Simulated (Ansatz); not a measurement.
# Relativity in BaO

```
Ba O
1.0
     0.00000    2.75000    2.75000
     2.75000    0.00000    2.75000
     2.75000    2.75000    0.00000
Ba O
1 1
Direct
  0.00000 0.00000 0.00000
  0.50000 0.50000 0.50000
```

Atoms are numbered in the order listed.

The cell is COD entry 5910030, as deposited and not checked against the literature; nothing was relaxed. It differs from other determinations.

One fixed cell is solved with PBE by all-electron LAPW in Ansatz 0.2.0 under different relativistic treatments. Pressure is positive in compression.

The runs use a Γ-centred 9×9×9 k mesh, Fermi–Dirac smearing of 0.02 eV, basis error target 1 meV/atom, no spin polarisation.

| setting | P (GPa) | gap on the k mesh (eV) |
| --- | --- | --- |
| scalar-relativistic | 3.03 | 2.05 |
| non-relativistic | ? | ? |
| with spin–orbit coupling | 3.01 | 2.02 |
| scalar-relativistic, inner shells corrected to Dirac | 3.03 | 2.05 |

(1) Give the missing entry: row "non-relativistic", column "gap on the k mesh (eV)".

(2) What belongs in the row "non-relativistic", column "P (GPa)"?

Answers

(1) 1.75.

(2) 3.68.
